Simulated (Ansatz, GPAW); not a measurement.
# An Al chain with two Li atoms in line: relaxation, then transmission at several levels, part 3 of 4

How well does an Al chain with two Li atoms in line conduct once its atoms have relaxed, and how much do cheaper levels lose?

GPAW 26.7.0 and Ansatz 0.2.0; Ansatz plane waves; relaxation of the junction with the lead ends held (the session's first sound run).

So far, transmission at the Fermi level (one spin): step 3 (plane waves, PBE) 0.497. Also open channels of the lead at the Fermi level (one spin): step 3 2.

### 4. GPAW, dzp

The script solves lead and junction separately, takes H and S in the orbital basis, and joins semi-infinite leads through their self-energies; the dzp basis is the working standard.

This step: GPAW LCAO, PAW setups; Landauer transmission from Green's functions with principal layers (ASE), zero bias (GPAW 26.7.0).

Contents of run.py:

```python
import json
import numpy as np
from ase import Atoms
from ase.transport.calculators import TransportCalculator
from gpaw import GPAW, FermiDirac
from gpaw.lcao.tools import get_lcao_hamiltonian
from scipy.linalg import eigh

# The junction with lead layers at both ends, along the third cell vector
device = Atoms(
    ['Al', 'Al', 'Al', 'Al', 'Al', 'Al', 'Al', 'Li', 'Li', 'Al', 'Al', 'Al', 'Al', 'Al', 'Al', 'Al'],
    positions=[
        [4.50000, 4.50000, 1.20000],
        [4.50000, 4.50000, 3.60000],
        [4.50000, 4.50000, 6.00000],
        [4.50000, 4.50000, 8.40000],
        [4.50000, 4.50000, 10.80000],
        [3.09808, 4.72357, 12.84768],
        [4.36651, 4.51749, 15.05913],
        [4.83804, 4.44912, 17.81081],
        [4.20477, 4.55362, 21.51471],
        [4.63644, 4.48271, 24.26999],
        [5.85263, 4.26169, 26.50897],
        [4.50000, 4.50000, 28.58660],
        [4.50000, 4.50000, 30.98660],
        [4.50000, 4.50000, 33.38660],
        [4.50000, 4.50000, 35.78660],
        [4.50000, 4.50000, 38.18660]],
    cell=[[9.0, 0.0, 0.0], [0.0, 9.0, 0.0], [0.0, 0.0, 39.3866]],
    pbc=True)

# One principal layer of the lead: the first 4 atoms of the device
lead = Atoms(
    ['Al', 'Al', 'Al', 'Al'],
    positions=[
        [4.50000, 4.50000, 1.20000],
        [4.50000, 4.50000, 3.60000],
        [4.50000, 4.50000, 6.00000],
        [4.50000, 4.50000, 8.40000]],
    cell=[[9.0, 0.0, 0.0], [0.0, 9.0, 0.0], [0.0, 0.0, 9.6]],
    pbc=True)

settings = dict(mode='lcao', basis='dzp', xc='PBE', h=0.2,
                occupations=FermiDirac(0.1), maxiter=250,
                mixer=dict(beta=0.1, nmaxold=8, weight=100.0),
                convergence=dict(density=0.0001))
energies = np.arange(-2, 2 + 1e-9, 0.025)
eta = 0.0001
n1, n2 = 1, 1
# k and -k transmit alike, so half of the mesh across the current serves
mesh = [(i, j) for i in range(n1) for j in range(n2) if (i, j) <= (-i % n1, -j % n2)]
weights = np.array([1 if (i, j) == (-i % n1, -j % n2) else 2 for i, j in mesh]) / (n1 * n2)

# [... helper functions left out ...]
fermi_lead = ground_state(lead, (1, 1, 12), 'lead.txt')
fermi_device = ground_state(device, (1, 1, 2), 'device.txt')
# [... loop over the mesh left out, but for ...]
        # Shift the lead onto the potential of the device's first layer
        shift = ((H[:, 0, 0] - H0[:, 0, 0]) / S0[0, 0]).real.mean()
# [...]
kT = 8.617333e-5 * 300
bias = [0.1, 0.2, 0.5, 1.0, 1.5, 2.0]
# [... integrals and printing left out ...]
```

Run with:

```
OMP_NUM_THREADS=1 OPENBLAS_NUM_THREADS=1 python run.py
```

Numbers of over 12 decimals in the logs are rounded to 6 here.

The program printed:

```text
basis functions: device 192, principal layer 52
Fermi level: lead -3.1259 eV, device -2.8940 eV; lead shifted by 0.0116 eV
largest coupling past the next layer 1.11e-15 eV, largest misfit of the first layer 0.024 eV
  E-E_F (eV)   T (one spin)  channels
    -2.000    7.3947e-05    1.0000
    -1.975    7.5497e-05    1.0000
    -1.950    7.7133e-05    1.0000
    -1.925    7.8858e-05    1.0000
    -1.900    8.0673e-05    1.0000
    -1.875    8.2581e-05    1.0000
    -1.850    8.4583e-05    1.0000
    -1.825    8.6677e-05    1.0000
    -1.800    8.8861e-05    1.0000
    -1.775    9.1131e-05    1.0000
    -1.750    9.3480e-05    1.0000
    -1.725    9.5896e-05    1.0000
    -1.700    9.8362e-05    1.0000
    -1.675    1.0085e-04    1.0000
    -1.650    1.0334e-04    1.0000
    -1.625    1.0578e-04    1.0000
[...]
1.825    3.2151e-02    3.0000
     1.850    3.3306e-02    3.0000
     1.875    3.4627e-02    3.0000
     1.900    3.6147e-02    3.0000
     1.925    3.7906e-02    3.0000
     1.950    3.9949e-02    3.0000
     1.975    4.2328e-02    3.0000
     2.000    4.5107e-02    3.0000
conductance at 300 K: 0.48473 G0 a cell; thermopower -33.03 uV/K
current from the zero-bias T(E) at 0.1 V: 3.7876 uA
current from the zero-bias T(E) at 0.2 V: 7.7528 uA
current from the zero-bias T(E) at 0.5 V: 20.866 uA
current from the zero-bias T(E) at 1.0 V: 34.086 uA
current from the zero-bias T(E) at 1.5 V: 38.255 uA
current from the zero-bias T(E) at 2.0 V: 39.498 uA
```

Wall time 2.9 min (1 thread of AMD EPYC 7R43, shared host); peak memory 1.2 GiB.

This step gave:

- conductance: 0.4847 G₀
- thermopower: -33.03 μV/K
- largest coupling past the next principal layer: 1.11e-15 eV
- largest misfit of the first principal layer: 0.02368 eV
- shift that aligns the lead: 0.01162 eV
- basis functions of the junction: 192
- basis functions of a principal layer: 52
- transmission at the Fermi level (one spin): 0.4731

One spin. The transmission, zone mean by energy, zero at the Fermi level:

energy (eV), log10 transmission, zone mean and a bar from the least value:
```
   -2.000       -4.1 ##################
   -1.900       -4.1 ##################
   -1.800       -4.1 ###################
   -1.700       -4.0 ###################
   -1.600       -4.0 ###################
   -1.500       -3.9 ###################
   -1.400       -4.0 ###################
   -1.300       -4.6 #################
   -1.200      -10.4 #
   -1.100      -10.2 #
   -1.000       -9.1 ####
   -0.900       -6.3 ############
   -0.800       -9.6 ###
   -0.700      -10.5 
   -0.600      -10.7 
   -0.500       -8.9 #####
   -0.400       -5.6 ##############
   -0.300       -0.8 ############################
   -0.200       -0.7 ############################
   -0.100       -0.5 #############################
    0.000       -0.3 #############################
    0.100       -0.1 ##############################
    0.200        0.0 ##############################
    0.225        0.0 ##############################
    0.300       -0.1 ##############################
    0.400       -0.3 #############################
    0.500       -0.5 #############################
    0.600       -0.7 ############################
    0.700       -0.8 ############################
    0.800       -0.9 ###########################
    0.900       -1.4 ##########################
    1.000       -2.1 ########################
    1.100       -2.1 ########################
    1.200       -2.0 ########################
    1.300       -1.9 #########################
    1.400       -1.8 #########################
    1.500       -1.7 #########################
    1.600       -1.6 #########################
    1.700       -1.6 ##########################
    1.800       -1.5 ##########################
    1.900       -1.4 ##########################
    2.000       -1.3 ##########################
```

Crossings of the lead's bands, unfolded to its shortest repeat. Table of open channels, zone mean by energy, zero at the Fermi level:

```tsv
energy (eV)	open channels, zone mean
-2.000	1
-1.900	1
-1.800	1
-1.700	1
-1.600	1
-1.500	1
-1.400	1
-1.300	1
-1.200	0
-1.100	0
-1.000	0
-0.900	0
-0.800	0
-0.700	0
-0.600	0
-0.500	0
-0.400	0
-0.300	2
-0.200	2
-0.100	2
0.000	2
0.100	2
0.200	2
0.300	2
0.400	2
0.500	2
0.600	2
0.700	2
0.800	2
0.900	2
1.000	3
1.100	3
1.200	3
1.300	3
1.400	3
1.500	3
1.600	3
1.700	3
1.800	3
1.900	3
2.000	3
```

Not self-consistent under bias; the bias window is split evenly. Table of current through one cell, from the zero-bias transmission by bias:

```tsv
bias (V)	current through one cell, from the zero-bias transmission (μA)
0.100	3.79
0.200	7.75
0.500	20.9
1.000	34.1
1.500	38.3
2.000	39.5
```

Table of transmission of the three most open eigenchannels by energy, zero at the Fermi level:

```tsv
energy (eV)	channel 1	channel 2	channel 3
-1.800	8.9e-5	0	0
-1.600	1.1e-4	0	0
-1.400	1.0e-4	0	0
-1.200	3.9e-11	0	0
-1.000	8.1e-10	0	0
-0.800	2.3e-10	0	0
-0.600	2.2e-11	0	0
-0.400	2.4e-6	0	0
-0.200	0.212	1.5e-6	0
0.000	0.473	1.1e-5	0
0.200	0.992	2.0e-5	0
0.400	0.503	1.7e-5	0
0.600	0.219	1.6e-5	0
0.800	0.114	1.9e-5	0
1.000	0.00709	5.8e-4	2.6e-5
1.200	0.00864	0.00104	3.7e-5
1.400	0.0163	8.9e-4	5.6e-5
1.600	0.0241	7.9e-4	8.6e-5
1.800	0.0303	6.8e-4	1.3e-4
2.000	0.0444	5.1e-4	1.9e-4
```

At the Fermi level T is 0.473 against 0.497 in plane waves. Couplings past the next layer reach 1.1e-15 eV, small enough to drop; the matrix elements of the cell's first layer differ from the bulk lead's by up to 0.024 eV. That layer keeps its own values in the calculation, and only beyond it is the lead taken as perfect. The Fermi levels of lead and junction count from different zeros of potential, one for each periodic cell; with both set to zero, the small remaining shift is what aligns them. By hand: G = 0.4847 × 77.48 μS = 37.6 μS, a resistance of 26.6 kΩ; at 0.1 V a linear junction would pass 3.76 μA, and the integral over the bias window gives 3.79 μA. Mott's formula, S = -(π²/3)(k_B²T/e) d ln T/dE, has the prefactor 7.33 μV/K·eV at 300 K; T = 0.4218 at -0.025 eV and 0.5315 at 0.025 eV give a slope of 4.62 per eV and S = -33.9 μV/K, beside -33.0 μV/K from the thermal integral, which interpolates the same grid.

### 5. Single-zeta polarised basis

The second zeta is dropped, the polarisation orbitals stay.

Edit run.py of step 4 so:

```diff
@@ -42,3 +42,3 @@
 
-settings = dict(mode='lcao', basis='dzp', xc='PBE', h=0.2,
+settings = dict(mode='lcao', basis='szp(dzp)', xc='PBE', h=0.2,
                 occupations=FermiDirac(0.1), maxiter=250,
```

The program printed:

```text
basis functions: device 134, principal layer 36
Fermi level: lead -3.5823 eV, device -3.1905 eV; lead shifted by 0.0177 eV
largest coupling past the next layer 1.83e-15 eV, largest misfit of the first layer 0.035 eV
  E-E_F (eV)   T (one spin)  channels
    -2.000    7.4303e-05    1.0000
    -1.975    7.6092e-05    1.0000
    -1.950    7.7944e-05    1.0000
[...]
1.975    6.4180e-02    3.0000
     2.000    6.9111e-02    3.0000
conductance at 300 K: 0.42469 G0 a cell; thermopower -34.5 uV/K
current from the zero-bias T(E) at 0.1 V: 3.3216 uA
current from the zero-bias T(E) at 0.2 V: 6.8222 uA
current from the zero-bias T(E) at 0.5 V: 19.057 uA
current from the zero-bias T(E) at 1.0 V: 33.112 uA
current from the zero-bias T(E) at 1.5 V: 37.852 uA
current from the zero-bias T(E) at 2.0 V: 38.716 uA
```

Run time: 2.4 min. Hardware: 1 thread; peak memory 1.2 GiB.

This step gave:

```yaml
conductance: 0.4247 G₀
thermopower: -34.50 μV/K
largest_coupling_past_the_next_principal_layer: 1.83e-15 eV
largest_misfit_of_the_first_principal_layer: 0.03497 eV
shift_that_aligns_the_lead: 0.01772 eV
basis_functions_of_the_junction: 134
basis_functions_of_a_principal_layer: 36
transmission_at_the_fermi_level_one_spin: 0.4137
```

The conductance, 0.425 G₀, lies 12 % below that of the dzp run.

### 6. GPAW, sz: basis = "sz(dzp)"

One function for each valence shell of the setup, as for a first survey of a large system.

Edit run.py of step 5 so:

```diff
@@ -42,3 +42,3 @@
 
-settings = dict(mode='lcao', basis='szp(dzp)', xc='PBE', h=0.2,
+settings = dict(mode='lcao', basis='sz(dzp)', xc='PBE', h=0.2,
                 occupations=FermiDirac(0.1), maxiter=250,
```

The program printed:

```text
basis functions: device 58, principal layer 16
Fermi level: lead -3.8293 eV, device -3.3291 eV; lead shifted by 0.0229 eV
largest coupling past the next layer 1.35e-15 eV, largest misfit of the first layer 0.039 eV
  E-E_F (eV)   T (one spin)  channels
    -2.000    2.8471e-04    1.0000
    -1.975    2.8008e-04    1.0000
    -1.950    2.7375e-04    1.0000
[...]
1.975    1.9394e-01    3.0000
     2.000    2.0788e-01    3.0000
conductance at 300 K: 0.3478 G0 a cell; thermopower -17.89 uV/K
current from the zero-bias T(E) at 0.1 V: 2.7014 uA
current from the zero-bias T(E) at 0.2 V: 5.4435 uA
current from the zero-bias T(E) at 0.5 V: 14.384 uA
current from the zero-bias T(E) at 1.0 V: 32.136 uA
current from the zero-bias T(E) at 1.5 V: 48.878 uA
current from the zero-bias T(E) at 2.0 V: 53.712 uA
```

Wall time 1.7 min (1 thread); peak memory 1.1 GiB.

Numbers from this step:

| Item | Value |
| --- | --- |
| conductance | 0.3478 G₀ |
| thermopower | -17.89 μV/K |
| largest coupling past the next principal layer | 1.35e-15 eV |
| largest misfit of the first principal layer | 0.03857 eV |
| shift that aligns the lead | 0.02292 eV |
| basis functions of the junction | 58 |
| basis functions of a principal layer | 16 |
| transmission at the Fermi level (one spin) | 0.3456 |

One spin. Table of transmission, zone mean by energy, zero at the Fermi level:

```tsv
energy (eV)	transmission, zone mean
-2.000	2.8e-4
-1.800	1.7e-4
-1.600	1.8e-11
-1.400	2.8e-11
-1.200	2.3e-7
-1.000	4.6e-11
-0.800	4.5e-12
-0.600	2.2e-11
-0.400	1.4e-6
-0.200	0.223
0.000	0.346
0.200	0.558
0.400	0.876
0.525	0.996
0.600	0.974
0.800	0.358
1.000	0.0924
1.200	0.0625
1.400	0.0712
1.600	0.0949
1.800	0.132
2.000	0.208
```

The conductance, 0.348 G₀, lies 28 % below that of the dzp run.

### 7. LDA in the dzp basis: xc = "LDA"

Back in the dzp basis, the functional changes from PBE to LDA, to set the spread between functionals beside that between bases.

Edit run.py of step 6 so:

```diff
@@ -42,3 +42,3 @@
 
-settings = dict(mode='lcao', basis='sz(dzp)', xc='PBE', h=0.2,
+settings = dict(mode='lcao', basis='dzp', xc='LDA', h=0.2,
                 occupations=FermiDirac(0.1), maxiter=250,
```

The program printed:

```text
basis functions: device 192, principal layer 52
Fermi level: lead -3.2559 eV, device -3.0100 eV; lead shifted by 0.0142 eV
largest coupling past the next layer 1.67e-15 eV, largest misfit of the first layer 0.026 eV
  E-E_F (eV)   T (one spin)  channels
    -2.000    5.5085e-05    1.0000
    -1.975    5.6363e-05    1.0000
    -1.950    5.7708e-05    1.0000
[...]
1.975    4.7947e-02    3.0000
     2.000    5.1279e-02    3.0000
conductance at 300 K: 0.4778 G0 a cell; thermopower -31.55 uV/K
current from the zero-bias T(E) at 0.1 V: 3.7314 uA
current from the zero-bias T(E) at 0.2 V: 7.6289 uA
current from the zero-bias T(E) at 0.5 V: 20.697 uA
current from the zero-bias T(E) at 1.0 V: 34.808 uA
current from the zero-bias T(E) at 1.5 V: 39.233 uA
current from the zero-bias T(E) at 2.0 V: 40.181 uA
```

Elapsed: 2.3 min, on 1 thread; peak memory 1.2 GiB.

This step gave:

```
conductance                                    : 0.4778 G₀
thermopower                                    : -31.55 μV/K
largest coupling past the next principal layer : 1.67e-15 eV
largest misfit of the first principal layer    : 0.02623 eV
shift that aligns the lead                     : 0.01423 eV
basis functions of the junction                : 192
basis functions of a principal layer           : 52
transmission at the Fermi level (one spin)     : 0.4673
```

The conductance, 0.478 G₀, lies 1.4 % below that of the dzp run.

### 8. The structure as built: geometry = "as built"

The dzp basis with PBE on the structure as first built shows what the relaxation was worth.

Edit run.py of step 7 so:

```diff
@@ -17,8 +17,8 @@
         [4.50000, 4.50000, 10.80000],
-        [3.09808, 4.72357, 12.84768],
-        [4.36651, 4.51749, 15.05913],
-        [4.83804, 4.44912, 17.81081],
-        [4.20477, 4.55362, 21.51471],
-        [4.63644, 4.48271, 24.26999],
-        [5.85263, 4.26169, 26.50897],
+        [4.50000, 4.50000, 13.20000],
+        [4.50000, 4.50000, 15.60000],
+        [4.50000, 4.50000, 18.21830],
+        [4.50000, 4.50000, 21.16830],
+        [4.50000, 4.50000, 23.78660],
+        [4.50000, 4.50000, 26.18660],
         [4.50000, 4.50000, 28.58660],
@@ -42,3 +42,3 @@
 
-settings = dict(mode='lcao', basis='dzp', xc='LDA', h=0.2,
+settings = dict(mode='lcao', basis='dzp', xc='PBE', h=0.2,
                 occupations=FermiDirac(0.1), maxiter=250,
```

The program printed:

```text
basis functions: device 192, principal layer 52
Fermi level: lead -3.1259 eV, device -2.9771 eV; lead shifted by 0.0044 eV
largest coupling past the next layer 1.40e-15 eV, largest misfit of the first layer 0.012 eV
  E-E_F (eV)   T (one spin)  channels
    -2.000    3.6409e-04    1.0000
    -1.975    4.0051e-04    1.0000
    -1.950    4.4056e-04    1.0000
[...]
1.975    5.0386e-02    3.0000
     2.000    5.2315e-02    3.0000
conductance at 300 K: 0.00062985 G0 a cell; thermopower -15.51 uV/K
current from the zero-bias T(E) at 0.1 V: 0.0048411 uA
current from the zero-bias T(E) at 0.2 V: 0.0094621 uA
current from the zero-bias T(E) at 0.5 V: 0.020857 uA
current from the zero-bias T(E) at 1.0 V: 0.034567 uA
current from the zero-bias T(E) at 1.5 V: 0.049867 uA
current from the zero-bias T(E) at 2.0 V: 0.081573 uA
```

Elapsed: 2.2 min, on 1 thread; peak memory 1.2 GiB.

Numbers from this step:

```
conductance                                    : 6.30e-4 G₀
thermopower                                    : -15.51 μV/K
largest coupling past the next principal layer : 1.40e-15 eV
largest misfit of the first principal layer    : 0.01230 eV
shift that aligns the lead                     : 0.004359 eV
transmission at the Fermi level (one spin)     : 6.45e-4
```

One spin. Transmission, zone mean against energy, zero at the Fermi level:

```tsv
energy (eV)	transmission, zone mean
-2.000	3.6e-4
-1.900	5.3e-4
-1.800	7.8e-4
-1.700	0.00114
-1.600	0.00166
-1.500	0.00235
-1.400	0.00293
-1.300	6.1e-4
-1.200	1.7e-8
-1.100	4.8e-7
-1.000	8.1e-10
-0.900	4.3e-11
-0.800	8.6e-12
-0.700	3.4e-12
-0.600	2.1e-12
-0.500	1.7e-12
-0.400	8.4e-12
-0.300	6.0e-5
-0.200	2.2e-4
-0.100	4.5e-4
0.000	6.4e-4
0.100	7.1e-4
0.200	7.0e-4
0.300	6.7e-4
0.400	6.6e-4
0.500	6.9e-4
0.600	7.6e-4
0.700	8.5e-4
0.800	9.7e-4
0.900	0.00111
1.000	0.00402
1.100	0.00771
1.200	0.0113
1.300	0.0150
1.400	0.0188
1.500	0.0230
1.600	0.0276
1.700	0.0327
1.800	0.0385
1.900	0.0450
2.000	0.0523
```

The conductance, 6.3e-4 G₀, lies a factor of 770 below that of the dzp run.

### 9. Cost and result by level

Times are wall times on the hardware named with each run. The series side by side:

```tsv
no.	run	conductance (G₀)	time	memory (GiB)
1	pw PBE	0.5129	66 s	2.4
2	dzp	0.4847	2.9 min	1.2
3	szp	0.4247	2.4 min	1.2
4	sz	0.3478	1.7 min	1.1
5	dzp LDA	0.4778	2.3 min	1.2
6	asbuilt	6.30e-4	2.2 min	1.2
```

### 10. Comparison

The curves are compared point by point over the common energies.

This step: comparison of transmission and cost over codes, levels and geometry (GPAW 26.7.0).

Ladder, by row:

```tsv
step	code	T at the Fermi level (sum over the listed spins)	conductance (G0)	r.m.s. T(E) from the first	wall time (s)	peak memory (GiB)	threads
pw-pbe	Ansatz	0.4967	0.5129	0	65.56	2.378	4
dzp	GPAW	0.4731	0.4847	0.1097	176.2	1.23	1
szp	GPAW	0.4137	0.4247	0.125	145.6	1.2	1
sz	GPAW	0.3456	0.3478	0.2408	100.3	1.1	1
dzp-LDA	GPAW	0.4673	0.4778	0.1161	138.2	1.24	1
asbuilt	GPAW	6.45e-4	6.30e-4	0.274	133.6	1.24	1
```

Table of transmission, zone mean, sum over the listed spins by energy, zero at the Fermi level:

```tsv
energy (eV)	pw-pbe	dzp	szp	sz	dzp-LDA	asbuilt
-2.0000	6.1e-5	7.4e-5	7.4e-5	2.8e-4	5.5e-5	3.6e-4
-1.7500	7.1e-5	9.3e-5	9.4e-5	9.3e-5	7.1e-5	9.4e-4
-1.5000	8.3e-5	1.1e-4	9.5e-5	1.4e-11	8.9e-5	0.00235
-1.2500	0	7.8e-11	2.9e-11	1.5e-9	8.9e-11	7.6e-9
-1.0000	0	8.1e-10	3.1e-7	4.6e-11	5.2e-10	8.1e-10
-0.7500	0	6.3e-11	1.1e-11	4.1e-12	7.5e-11	5.1e-12
-0.5000	0	1.3e-9	3.2e-10	2.1e-9	7.6e-10	1.7e-12
-0.2500	0.170	0.186	0.158	0.210	0.195	1.3e-4
0.0000	0.497	0.473	0.414	0.346	0.467	6.4e-4
0.1750	1.00	0.958	0.893	0.526	0.934	7.0e-4
0.2500	0.788	0.961	0.996	0.628	0.983	6.8e-4
0.5000	0.222	0.314	0.375	0.988	0.342	6.9e-4
0.7500	0.198	0.141	0.135	0.538	0.139	9.1e-4
1.0000	0.0845	0.00769	0.0147	0.0924	0.0106	0.00402
1.2500	0.0999	0.0113	0.0152	0.0627	0.0142	0.0131
1.5000	0.140	0.0214	0.0257	0.0816	0.0247	0.0230
1.7500	0.236	0.0294	0.0393	0.121	0.0327	0.0355
2.0000	0.426	0.0451	0.0691	0.208	0.0513	0.0523
```

(Continued in part 4 of 4.)

[Logs are printed without paths, hosts, clocks, repeated set-up lines and the standing remarks that a program may print on its own settings, such as how far it seeks lower states.]

[Hosts, paths, dates, database ids (printed as entryN), source tags and the programs' standing remarks are cut or masked in the printed files.]
